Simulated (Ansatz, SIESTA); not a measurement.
## One calculation of Zr, 3 ways

The starting cell:

```xyz
2
Lattice="3.2320 0.0000 0.0000 -1.6160 2.7990 0.0000 0.0000 0.0000 5.1470" Properties=species:S:1:pos:R:3 pbc="T T T"
Zr    1.6160    0.9330    3.8603
Zr    0.0000    1.8660    1.2868
```

Alike in all runs: task relaxation of cell and atoms; functional PBE; k mesh 9 × 9 × 5; occupations fermi-dirac, width 0.05 eV; no spin polarisation; no spin-orbit coupling.

| program and potentials | plane-wave cutoff (eV) | notes | equilibrium volume (Å³/atom) |
| --- | --- | --- | --- |
| Ansatz, Ansatz PAW | 420 | - | 23.39 |
| Ansatz, all-electron LAPW, scalar-relativistic | - | - | 23.39 |
| SIESTA, files PseudoDojo sr-pbe-0.4.1-standard, DZP (energy shift 0.003 Ry; two zetas on semicore shells) | - | atomic basis | 23.57 |

The equilibrium volume spans 23.39 (Ansatz, Ansatz PAW) to 23.57 Å³/atom (SIESTA, files PseudoDojo sr-pbe-0.4.1-standard, DZP (energy shift 0.003 Ry; two zetas on semicore shells)), with all-electron results at 23.39. Relaxations stop with a little pressure left, so the last digit of a volume isn't settled. Rows in atomic bases carry the error of their basis and grid, which can be large.

Differences between rows come from potentials, basis sets and numerical settings, since the functional is the same but for its coding. Runs on potential files found faulty are left out.
